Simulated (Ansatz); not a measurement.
HfSi3O8 on the sites of monoclinic HfO2, 12 atoms and 86 valence electrons in a cell of about 110 Å³, was run 8 times in the PAW code Ansatz, each time on 1 × NVIDIA H100 80GB HBM3 with 2 threads of AMD EPYC 7R13 Processor (Zen 3), with other jobs on the host.

```csv
run,k mesh,irreducible k,cutoff (eV),plane waves,bands,SCF iterations,wall time,peak host memory (GiB)
"relaxation, PBE",6×6×6,112,420,2201,55,223,80 s,1.3
"relaxation, r2SCAN",6×6×4,76,500,2783,55,48,38 s,1.3
"bands, PBE",6×6×6,112,420,2143,50,8,13 s,1.2
"single point, r2SCAN",6×6×6,112,500,2783,50,8,17 s,1.5
"single point, HSE06",4×4×4,36,420,2143,50,19,75 s,3.4
"single point, PBE+SOC",6×6×6,112,420,2143,100,12,27 s,2
"field response, r2SCAN",4×6×4,52,500,2783,55,16,84 s,3.1
"single point, PBE0",4×4×4,36,420,2143,50,18,88 s,3.4
```

The slowest run (single point, PBE0) took about 7 times as long as the quickest (bands, PBE).

Only the levels marked +SOC include spin-orbit coupling.
